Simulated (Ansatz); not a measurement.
A plane-wave DFT run in Ansatz 0.2.0 (scalar-relativistic PAW potentials unless the input names others): input and command.

```yaml
crystal:
  lattice:
    - [2.4993748902, 0.0, 0.0]
    - [0.0, 2.4993748902, 0.0]
    - [0.0, 0.0, 2.4993748902]
  atoms:
    - { symbol: Be, position: [0.0, 0.0, 0.0] }
basis:
  ecutwfc: "300 eV"
kpoints:
  mp_grid: { grid: [16, 16, 16] }
hamiltonian:
  xc: r2scan
scf:
  occupations: { method: gaussian, width: 0.1 }
output:
  forces: true
  eigenvalues: true
  stress: true
```

```bash
ansatz run input.yaml --threads 1 --pin off --max-ram 1331MiB --backend cpu --events-out ev --progress --plain --runs-dir out
```

Abridged log:
```
Warning: basis.ecutwfc = 300 eV is below the records' recommended 500 eV, and the density's cutoff is lower with it unless basis.ecutrho_ratio is high enough to keep the records' density cutoff: compare with a run at a higher cutoff
Basis set: ecut = 300 eV, 179 PW (Γ), exchange–correlation on 60×60×60 points (64 copies of the dense FFT grid, shifted against one another)
Bands: 5, of which v1, the nominal top of the filled ones, is band 1 counted from 1 (0 counted from 0)
Symmetry: 48 space group operations
k-points: 165 of 4096
SCF iter   1: F=—  HF=-91.910354 eV  |F-HF|=—  |Δ(HF+E_count)|=         —  Δρ=3.15e-3  dr2=1.78e-3  dr2_τ=5.92e-3  ethr=1.77e-3  ⟨swp⟩=5.7  Hψ=8423  notcnv=0
SCF iter   2: F=—  HF=-91.917115 eV  |F-HF|=—  |Δ(HF+E_count)|=   6.76e-3  Δρ=1.94e-3  dr2=6.56e-4  dr2_τ=4.44e-6  ethr=8.89e-5  ⟨swp⟩=2.1  Hψ=2959  notcnv=0
SCF iter   3: F=—  HF=-91.917322 eV  |F-HF|=—  |Δ(HF+E_count)|=   2.08e-4  Δρ=5.16e-4  dr2=4.22e-5  dr2_τ=4.31e-7  ethr=3.28e-5  ⟨swp⟩=1.8  Hψ=1265  notcnv=0
SCF iter   4: F=—  HF=-91.917349 eV  |F-HF|=—  |Δ(HF+E_count)|=   2.61e-5  Δρ=1.31e-4  dr2=2.14e-6  dr2_τ=1.62e-8  ethr=2.11e-6  ⟨swp⟩=1.8  Hψ=1246  notcnv=0
SCF iter   5: F=—  HF=-91.917354 eV  |F-HF|=—  |Δ(HF+E_count)|=   5.01e-6  Δρ=4.59e-5  dr2=2.70e-7  dr2_τ=2.52e-9  ethr=1.07e-7  ⟨swp⟩=1.8  Hψ=1267  notcnv=0
SCF iter   6: F=-91.917354 eV  HF=-91.917354 eV  |F-HF|=1.26e-9  |Δ(HF+E_count)|=   5.82e-7  Δρ=2.29e-6  dr2=6.47e-10  dr2_τ=3.09e-12  ethr=5.00e-9  ⟨swp⟩=4.4  Hψ=4393  notcnv=0
SCF 1 converged in 6 iterations: F = -91.917354 eV  dr2 = 6.47e-10
SCF converged after 6 iterations
Free energy (F): -91.917354 eV
Harris-Foulkes:  -91.917354 eV  (|F-HF|=1.26e-9)
Internal energy: -91.914989 eV  (E = F + TS)
E sigma→0 (E₀):  -91.916172 eV
Entropy (-TS):   -0.002365 eV (-2.365 meV/atom)
Fermi energy:    2.724714 eV
--- Forces (eV/Å), atoms counted from 1 ---
  atom   1  Be     0.00000000     0.00000000     0.00000000
--- Stress (GPa, compression-positive) ---
      -15.548785       0.000000       0.000000
        0.000000     -15.548785       0.000000
        0.000000       0.000000     -15.548785
  P = ⅓ Tr σ = -15.5488 GPa (-155.488 kbar)
```

Apart from outputs and empty bands, the input differs from a reference run on usual settings in hamiltonian.xc: "pbe" → "r2scan"; basis.ecutwfc: 420 → "300 eV". The reference, at the same geometry (not necessarily relaxed), gave pressure -15.43 GPa, largest force 0.000 eV/Å, no gap on the mesh. This run converged in 6 SCF iterations (reference: 6) with a total energy on another zero, pressure -15.55 GPa, largest force 0.000 eV/Å, no gap on the mesh. Its cutoff is looser than usual. The Hamiltonian differs as well, so the change in the result can't be put down to that alone.